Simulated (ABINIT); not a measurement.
# MgO (Periclase): one start, several treatments of the self-energy

How much does the gap of MgO (Periclase) depend on the approximation to the self-energy?

Main program and level: ABINIT 10.8.3; PBE and many-body steps on it, plane waves.

The database entry behind the starting cell differs from later determinations by our own check (about 0.1 % long), so it need not match the best structure at ambient conditions.

### 1. The starting structure

The structure is cubic, space group Fm-3m (No. 225). Conventional cell: a = 4.217 Å, b = 4.217 Å, c = 4.217 Å, α = 90.00°, β = 90.00°, γ = 90.00°. Nearest to Mg lie 6 O at 2.11 Å. Nearest to O lie 6 Mg at 2.11 Å. Farther neighbours and most contacts between anions are not listed.

The cell and positions come from the Crystallography Open Database and are kept as given unless a step says otherwise.

### 2. Empty states on the mesh, 6×6×6 mesh, 174 bands

This step: ABINIT 10.8.3; DFT, PBE, plane waves, norm-conserving pseudopotentials.

The sums over transitions need many empty states on a uniform mesh; this step solves for them.

run.abi

```
acell 3*1.0 Angstrom
rprim 
  -0.000000000000 2.108500000000 2.108500000000
  2.108500000000 0.000000000000 2.108500000000
  2.108500000000 2.108500000000 0.000000000000
ntypat 2
znucl 12 8
natom 2
typat 1 2
xred 
  0.000000000000 0.000000000000 0.000000000000
  0.500000000000 0.500000000000 0.500000000000
pp_dirpath "pseudos"
pseudos "Mg.upf, O.upf"
ecut 38
ngkpt 6 6 6
nshiftk 1
shiftk 0 0 0
kptopt 1
chksymbreak 0
irdden 1
istwfk *1
nband 174
prtvol 0
optdriver 6
gwr_task "HDIAGO"
paral_kgb 0
occopt 1
indata_prefix "in"
outdata_prefix "out"
tmpdata_prefix "tmp"
```

Launch:

```
$ OMP_NUM_THREADS=1 mpirun -n 8 abinit run.abi > log
```

Output:

```text
.Version 10.8.3 of ABINIT. v10.8.2 released Aug 2026.

 Symmetries : space group Fm -3 m (#225); Bravais cF (face-center cubic)
[... echo of the input left out ...]
== DATASET  1 ==================================================================
-   mpi_nproc: 8, omp_nthreads: 1 (-1 if OMP is not activated)

--- !DatasetInfo
iteration_state: {dtset: 1, }
dimensions: {natom: 2, nkpt: 16, mband: 174, nsppol: 1, nspinor: 1, nspden: 1, mpw: 1430, }
cutoff_energies: {ecut:  38.0, pawecutdg:  -1.0, }
[...]
Direct band gap semiconductor
 Fundamental gap:     4.733 (eV)
   VBM:     4.693 (eV) at k: [ 0.0000E+00,  0.0000E+00,  0.0000E+00]
   CBM:     9.426 (eV) at k: [ 0.0000E+00,  0.0000E+00,  0.0000E+00]
 Direct gap:         4.733 (eV) at k: [ 0.0000E+00,  0.0000E+00,  0.0000E+00]

== END DATASET(S) ==============================================================
================================================================================

 -outvars: echo values of variables after computation  --------
           etotal      0.0000000000E+00
            nband         174
             nkpt          16
          spgroup         225
 [... the other variables as echoed above ...]

 Calculation completed.
```

Elapsed: 6.7 s, on 8 MPI ranks of Arm Neoverse V2, shared host; peak memory 1.4 GiB.

This step gave:

* gap: 4.733 eV
* k of the valence top: 0, 0, 0
* k of the conduction bottom: 0, 0, 0
* least direct gap: 4.733 eV
* k points computed: 16
* lowest point of the top converged band, above the valence top: 221.2354 eV

On this mesh the gap is 4.733 eV.

The density comes from a self-consistent run that is not shown.

### 3. Screening, 6×6×6 mesh, 166 bands, screening to 304.8 eV

The RPA dielectric matrix is built and inverted for each q.

This step: RPA screening on PBE, plane waves, norm-conserving pseudopotentials.

run.abi: that of step 2 with these lines changed.

```diff
@@ -20,10 +20,11 @@
 chksymbreak 0
-irdden 1
 istwfk *1
-nband 174
-prtvol 0
-optdriver 6
-gwr_task "HDIAGO"
-paral_kgb 0
 occopt 1
+irdwfk 1
+optdriver 3
+nband 166
+ecuteps 11.2
+inclvkb 2
+awtr 1
+symchi 1
 indata_prefix "in"
```

Output:

```text
.Version 10.8.3 of ABINIT. v10.8.2 released Aug 2026.

 Symmetries : space group Fm -3 m (#225); Bravais cF (face-center cubic)
[... echo of the input left out ...]
== DATASET  1 ==================================================================
-   mpi_nproc: 8, omp_nthreads: 1 (-1 if OMP is not activated)

--- !DatasetInfo
iteration_state: {dtset: 1, }
dimensions: {natom: 2, nkpt: 16, mband: 166, nsppol: 1, nspinor: 1, nspden: 1, mpw: 1430, }
cutoff_energies: {ecut:  38.0, pawecutdg:  -1.0, }
electrons: {nelect:   1.60000000E+01, charge:   0.00000000E+00, occopt:   1.00000000E+00, tsmear:   1.00000000E-02, }

 SCREENING: Calculation of the susceptibility and dielectric matrices

 Based on a program developped by R.W. Godby, V. Olevano, G. Onida, and L. Reining.
 Incorporated in ABINIT by V. Olevano, G.-M. Rignanese, and M. Torrent.
.Using double precision arithmetic ; gwpc =  8

[... cell and pseudopotentials left out ...]
--------------------------------------------------------------------------------

 ==== K-mesh for the wavefunctions ====
 Number of points in the irreducible wedge :    16
[... list of points left out ...]
 Together with 48 symmetry operations and time-reversal symmetry
 yields   216 points in the full Brillouin Zone.

 ==== Q-mesh for the screening function ====
 Number of points in the irreducible wedge :    16
[... list of points left out ...]
 Together with 48 symmetry operations and time-reversal symmetry
 yields   216 points in the full Brillouin Zone.

 setmesh: FFT mesh size selected  =    24x   24x   24
          total number of points  =        13824

 vcoul_init : cutoff-mode = AUXILIARY_FUNCTION
 q-points for optical limit:   1
     1)      0.000010    0.000020    0.000030

- screening: taking advantage of time-reversal symmetry
- Maximum band index for partially occupied states nbvw = 8
- Remaining bands to be divided among processors   nbcw = 158
- Number of bands treated by each node ~19

 Number of electrons calculated from density =   16.0000; Expected =   16.0000
 average of density, n =  0.126466
 r_s =    1.2359
 omega_plasma =   34.3038 [eV]

 calculating chi0 at frequencies [eV] :
  1    0.000000E+00    0.000000E+00
  2    0.000000E+00    3.430377E+01

--------------------------------------------------------------------------------
  q-point number  1        q = ( 0.000000, 0.000000, 0.000000) [r.l.u.]
--------------------------------------------------------------------------------
[... chi0 elements left out ...]
 For q-point:  0.000010 0.000020 0.000030
  dielectric constant =   3.0343
  dielectric constant without local fields =   3.2587

  Average fulfillment of the sum rule on Im[epsilon] for q-point    1 :     86.09  [%]
[... wings left out ...]
  q-point number  2        q = ( 0.166667, 0.000000, 0.000000) [r.l.u.]
--------------------------------------------------------------------------------
[... chi0 elements left out ...]
  Average fulfillment of the sum rule on Im[epsilon] for q-point    2 :     97.27  [%]

 [... 14 further q-points ...]
```

Run time: 75 s. Hardware: 8 MPI ranks; peak memory 1.6 GiB.

Numbers from this step:

| Item | Value |
| --- | --- |
| ε∞ with local fields, on this mesh, along the program's q direction | 3.034 |
| the same without local fields | 3.259 |
| plasma frequency | 34.30 eV |
| plane waves in the screening matrix | 259 |

Local fields lower ε∞ by 7 %.

### 4. G0W0, Godby-Needs plasmon pole

The self-energy is evaluated for the states that the input lists, and the levels follow from it, in one-shot runs by the linearised quasiparticle equation.

This step: G0W0 on PBE, plane waves, norm-conserving pseudopotentials.

run.abi: that of step 3 with these lines changed.

```diff
@@ -23,8 +23,15 @@
 irdwfk 1
-optdriver 3
+optdriver 4
 nband 166
+gwcalctyp 0
+ecutsigx 38
+symsigma 1
+nkptgw 1
+kptgw 
+  0.0000000000 0.0000000000 0.0000000000
+bdgw 
+  6 12
 ecuteps 11.2
-inclvkb 2
-awtr 1
-symchi 1
+irdscr 1
+ppmodel 1
 indata_prefix "in"
```

Output:

```text
.Version 10.8.3 of ABINIT. v10.8.2 released Aug 2026.

 Symmetries : space group Fm -3 m (#225); Bravais cF (face-center cubic)
[... echo of the input left out ...]
== DATASET  1 ==================================================================
-   mpi_nproc: 8, omp_nthreads: 1 (-1 if OMP is not activated)

--- !DatasetInfo
iteration_state: {dtset: 1, }
dimensions: {natom: 2, nkpt: 16, mband: 166, nsppol: 1, nspinor: 1, nspden: 1, mpw: 1430, }
cutoff_energies: {ecut:  38.0, pawecutdg:  -1.0, }
electrons: {nelect:   1.60000000E+01, charge:   0.00000000E+00, occopt:   1.00000000E+00, tsmear:   1.00000000E-02, }

 SIGMA: Calculation of the GW corrections

 Based on a program developped by R.W. Godby, V. Olevano, G. Onida, and L. Reining.
 Incorporated in ABINIT by V. Olevano, G.-M. Rignanese, and M. Torrent.
.Using double precision arithmetic ; gwpc =  8

[... cell and pseudopotentials left out ...]
--------------------------------------------------------------------------------

 ==== K-mesh for the wavefunctions ====
 Number of points in the irreducible wedge :    16
[... list of points left out ...]
 Together with 48 symmetry operations and time-reversal symmetry
 yields   216 points in the full Brillouin Zone.

 ==== Q-mesh for screening function ====
 Number of points in the irreducible wedge :    16
[... list of points left out ...]
 Together with 48 symmetry operations and time-reversal symmetry
 yields   216 points in the full Brillouin Zone.

 vcoul_init : cutoff-mode = AUXILIARY_FUNCTION
 q-points for optical limit:   1
     1)      0.000010    0.000020    0.000030
 setmesh: FFT mesh size selected  =    32x   32x   32
          total number of points  =        32768

 Number of electrons calculated from density =   16.0000; Expected =   16.0000
 average of density, n =  0.126466
 r_s =    1.2359
 omega_plasma =   34.3038 [eV]

 === KS Band Gaps ===
  >>>> For spin  1
   Minimum direct gap =   4.7331 [eV], located at k-point      :   0.0000  0.0000  0.0000
   Fundamental gap    =   4.7331 [eV], Top of valence bands at :   0.0000  0.0000  0.0000
                                       Bottom of conduction at :   0.0000  0.0000  0.0000
 SIGMA fundamental parameters:
 PLASMON POLE MODEL  1
 number of plane-waves for SigmaX                 1411
 number of plane-waves for SigmaC and W            259
 number of plane-waves for wavefunctions          1411
 number of bands                                   166
 number of independent spin polarizations            1
 number of spinorial components                      1
 number of k-points in IBZ                          16
 number of q-points in IBZ                          16
 number of symmetry operations                      48
 number of k-points in BZ                          216
 number of q-points in BZ                          216
 number of frequencies for dSigma/dE                 9
 frequency step for dSigma/dE [eV]                0.25
 number of omega for Sigma on real axis              0
 max omega for Sigma on real axis  [eV]           0.00
 zcut for avoiding poles [eV]                     0.10

 EPSILON^-1 parameters (SCR file):
 dimension of the eps^-1 matrix on file            259
 dimension of the eps^-1 matrix used               259
 number of plane-waves for wavefunctions          1411
 number of bands                                   166
 number of q-points in IBZ                          16
 number of frequencies                               2
 number of real frequencies                          1
 number of imag frequencies                          1

 matrix elements of self-energy operator (all in [eV])

 Perturbative Calculation

--- !SelfEnergy_ee
iteration_state: {dtset: 1, }
kpoint     : [   0.000,    0.000,    0.000, ]
spin       : 1
KS_gap     :    4.733
QP_gap     :    7.073
Delta_QP_KS:    2.340
data: !SigmaeeData |
     Band     E0 <VxcDFT>   SigX SigC(E0)      Z dSigC/dE  Sig(E)    E-E0       E
        6   4.693 -20.107 -25.567   3.571   0.805  -0.242 -21.628  -1.521   3.172
        7   4.693 -20.107 -25.567   3.571   0.805  -0.242 -21.628  -1.521   3.172
        8   4.693 -20.107 -25.567   3.571   0.805  -0.242 -21.628  -1.521   3.172
        9   9.426 -13.453  -8.885  -3.608   0.854  -0.172 -12.633   0.820  10.246
       10  20.632  -9.568  -3.679  -4.671   0.862  -0.160  -8.518   1.051  21.683
       11  20.632  -9.568  -3.679  -4.671   0.862  -0.160  -8.518   1.051  21.683
       12  20.632  -9.568  -3.679  -4.671   0.862  -0.160  -8.518   1.051  21.683

== END DATASET(S) ==============================================================
================================================================================

 -outvars: echo values of variables after computation  --------
           etotal      0.0000000000E+00
            nband         166
             nkpt          16
          spgroup         225
 [... the other variables as echoed above ...]

 Calculation completed.
```

The job ended after 8 s (8 MPI ranks; peak memory 1.6 GiB; 63 s of CPU time).

Numbers from this step:

```
G0W0 gap on the points computed              : 7.074 eV
starting gap on the mesh                     : 4.733 eV
k of the valence top                         : 0, 0, 0
k of the conduction bottom                   : 0, 0, 0
Z at the valence top                         : 0.805
Z at the conduction bottom                   : 0.854
least direct G0W0 gap on the computed points : 7.074 eV
```

The gap on the mesh goes from 4.73 eV to 7.07 eV, a correction of +2.34 eV.

### 5. G0W0, Hybertsen-Louie plasmon pole

run.abi: that of step 4 with these lines changed.

```diff
@@ -35,3 +35,3 @@
 irdscr 1
-ppmodel 1
+ppmodel 2
 indata_prefix "in"
```

Output:

```text
.Version 10.8.3 of ABINIT. v10.8.2 released Aug 2026.

 Symmetries : space group Fm -3 m (#225); Bravais cF (face-center cubic)
[... echo of the input left out ...]
== DATASET  1 ==================================================================
-   mpi_nproc: 8, omp_nthreads: 1 (-1 if OMP is not activated)

--- !DatasetInfo
iteration_state: {dtset: 1, }
dimensions: {natom: 2, nkpt: 16, mband: 166, nsppol: 1, nspinor: 1, nspden: 1, mpw: 1430, }
cutoff_energies: {ecut:  38.0, pawecutdg:  -1.0, }
electrons: {nelect:   1.60000000E+01, charge:   0.00000000E+00, occopt:   1.00000000E+00, tsmear:   1.00000000E-02, }

 SIGMA: Calculation of the GW corrections

 Based on a program developped by R.W. Godby, V. Olevano, G. Onida, and L. Reining.
 Incorporated in ABINIT by V. Olevano, G.-M. Rignanese, and M. Torrent.
.Using double precision arithmetic ; gwpc =  8

[... cell and pseudopotentials left out ...]
--------------------------------------------------------------------------------

 ==== K-mesh for the wavefunctions ====
 Number of points in the irreducible wedge :    16
[... list of points left out ...]
 Together with 48 symmetry operations and time-reversal symmetry
 yields   216 points in the full Brillouin Zone.

 ==== Q-mesh for screening function ====
 Number of points in the irreducible wedge :    16
[... list of points left out ...]
 Together with 48 symmetry operations and time-reversal symmetry
 yields   216 points in the full Brillouin Zone.

 vcoul_init : cutoff-mode = AUXILIARY_FUNCTION
 q-points for optical limit:   1
     1)      0.000010    0.000020    0.000030
 setmesh: FFT mesh size selected  =    32x   32x   32
          total number of points  =        32768

 Number of electrons calculated from density =   16.0000; Expected =   16.0000
[...]
number of q-points in BZ                          216
 number of frequencies for dSigma/dE                 9
 frequency step for dSigma/dE [eV]                0.25
 number of omega for Sigma on real axis              0
 max omega for Sigma on real axis  [eV]           0.00
 zcut for avoiding poles [eV]                     0.10

 EPSILON^-1 parameters (SCR file):
 dimension of the eps^-1 matrix on file            259
 dimension of the eps^-1 matrix used               259
 number of plane-waves for wavefunctions          1411
 number of bands                                   166
 number of q-points in IBZ                          16
 number of frequencies                               2
 number of real frequencies                          1
 number of imag frequencies                          1

 matrix elements of self-energy operator (all in [eV])

 Perturbative Calculation

--- !SelfEnergy_ee
iteration_state: {dtset: 1, }
kpoint     : [   0.000,    0.000,    0.000, ]
spin       : 1
KS_gap     :    4.733
QP_gap     :    7.508
Delta_QP_KS:    2.775
data: !SigmaeeData |
     Band     E0 <VxcDFT>   SigX SigC(E0)      Z dSigC/dE  Sig(E)    E-E0       E
        6   4.693 -20.107 -25.567   2.694   0.884  -0.131 -22.552  -2.445   2.248
        7   4.693 -20.107 -25.567   2.694   0.884  -0.131 -22.552  -2.445   2.248
        8   4.693 -20.107 -25.567   2.694   0.884  -0.131 -22.552  -2.445   2.248
        9   9.426 -13.453  -8.885  -4.201   0.899  -0.113 -13.123   0.330   9.756
       10  20.632  -9.568  -3.679  -5.090   0.904  -0.106  -8.845   0.723  21.355
       11  20.632  -9.568  -3.679  -5.090   0.904  -0.106  -8.845   0.723  21.355
       12  20.632  -9.568  -3.679  -5.090   0.904  -0.106  -8.845   0.723  21.355

== END DATASET(S) ==============================================================
================================================================================

 -outvars: echo values of variables after computation  --------
           etotal      0.0000000000E+00
            nband         166
             nkpt          16
          spgroup         225
 [... the other variables as echoed above ...]

 Calculation completed.
```

Wall time 7.7 s (8 MPI ranks); peak memory 1.5 GiB.

Numbers from this step:

* G0W0 gap on the points computed: 7.508 eV
* starting gap on the mesh: 4.733 eV
* k of the valence top: 0, 0, 0
* k of the conduction bottom: 0, 0, 0
* Z at the valence top: 0.884
* Z at the conduction bottom: 0.899
* least direct G0W0 gap on the computed points: 7.508 eV

Against G0W0 in ABINIT (6×6×6 mesh, 166 bands, screening to 304.8 eV, Godby-Needs plasmon pole), the gap moves by +0.434 eV.

### 6. G0W0, von der Linden-Horsch plasmon pole

run.abi: that of step 5 with these lines changed.

```diff
@@ -35,3 +35,3 @@
 irdscr 1
-ppmodel 2
+ppmodel 3
 indata_prefix "in"
```

Output:

```text
.Version 10.8.3 of ABINIT. v10.8.2 released Aug 2026.

 Symmetries : space group Fm -3 m (#225); Bravais cF (face-center cubic)
[... echo of the input left out ...]
== DATASET  1 ==================================================================
-   mpi_nproc: 8, omp_nthreads: 1 (-1 if OMP is not activated)

--- !DatasetInfo
iteration_state: {dtset: 1, }
dimensions: {natom: 2, nkpt: 16, mband: 166, nsppol: 1, nspinor: 1, nspden: 1, mpw: 1430, }
cutoff_energies: {ecut:  38.0, pawecutdg:  -1.0, }
[...]
10  20.632  -9.568  -3.679  -5.157   0.921  -0.086  -8.894   0.674  21.306
       11  20.632  -9.568  -3.679  -5.157   0.921  -0.086  -8.894   0.674  21.306
       12  20.632  -9.568  -3.679  -5.157   0.921  -0.086  -8.894   0.674  21.306

== END DATASET(S) ==============================================================
================================================================================

 -outvars: echo values of variables after computation  --------
           etotal      0.0000000000E+00
            nband         166
             nkpt          16
          spgroup         225
 [... the other variables as echoed above ...]

 Calculation completed.
```

It took 4.9 s on 8 MPI ranks; peak memory 1 GiB.

Numbers from this step:

```
G0W0 gap on the points computed              : 7.334 eV
starting gap on the mesh                     : 4.733 eV
k of the valence top                         : 0, 0, 0
k of the conduction bottom                   : 0, 0, 0
least direct G0W0 gap on the computed points : 7.334 eV
```

Against G0W0 in ABINIT (6×6×6 mesh, 166 bands, screening to 304.8 eV, Godby-Needs plasmon pole), the gap moves by +0.260 eV.

### 7. G0W0, Engel-Farid plasmon pole

run.abi: that of step 6 with these lines changed.

```diff
@@ -35,3 +35,3 @@
 irdscr 1
-ppmodel 3
+ppmodel 4
 indata_prefix "in"
```

Output:

```text
.Version 10.8.3 of ABINIT. v10.8.2 released Aug 2026.

 Symmetries : space group Fm -3 m (#225); Bravais cF (face-center cubic)
[... echo of the input left out ...]
== DATASET  1 ==================================================================
-   mpi_nproc: 8, omp_nthreads: 1 (-1 if OMP is not activated)

--- !DatasetInfo
iteration_state: {dtset: 1, }
dimensions: {natom: 2, nkpt: 16, mband: 166, nsppol: 1, nspinor: 1, nspden: 1, mpw: 1430, }
cutoff_energies: {ecut:  38.0, pawecutdg:  -1.0, }
[...]
10  20.632  -9.568  -3.679  -4.817   0.875  -0.143  -8.630   0.939  21.571
       11  20.632  -9.568  -3.679  -4.817   0.875  -0.143  -8.630   0.939  21.571
       12  20.632  -9.568  -3.679  -4.817   0.875  -0.143  -8.630   0.939  21.571

== END DATASET(S) ==============================================================
================================================================================

 -outvars: echo values of variables after computation  --------
           etotal      0.0000000000E+00
            nband         166
             nkpt          16
          spgroup         225
 [... the other variables as echoed above ...]

 Calculation completed.
```

Run time: 5 s. Hardware: 8 MPI ranks; peak memory 1.2 GiB; 39 s of CPU time.

Numbers from this step:

```yaml
g0w0_gap_on_the_points_computed: 7.219 eV
starting_gap_on_the_mesh: 4.733 eV
k_of_the_valence_top: 0, 0, 0
k_of_the_conduction_bottom: 0, 0, 0
least_direct_g0w0_gap_on_the_computed_points: 7.219 eV
```

Against G0W0 in ABINIT (6×6×6 mesh, 166 bands, screening to 304.8 eV, Godby-Needs plasmon pole), the gap moves by +0.145 eV.

(Continued in part 2 of 2.)

[Paths, hosts, dates, memory and timing lines, banners, echoed tables and standing remarks are left out of the program output.]

[Logs are printed without paths, hosts, clocks, repeated set-up lines and the standing remarks that a program may print on its own settings, such as how far it seeks lower states.]

[Runs of the session that timed out or met a known fault of the program may be left out.]

[Hosts, paths, dates, database ids (printed as entryN), source tags and the programs' standing remarks are cut or masked in the printed files.]

[G0W0 gaps are taken among the corrected bands and points alone; a level outside them can change the order at an edge.]

[Where Ansatz stands beside ABINIT at settings called matched, ABINIT's density can come from a denser mesh and the files from another edition; pairs whose starting gaps differed by over 0.03 eV were left out, so agreement reads better than it is.]
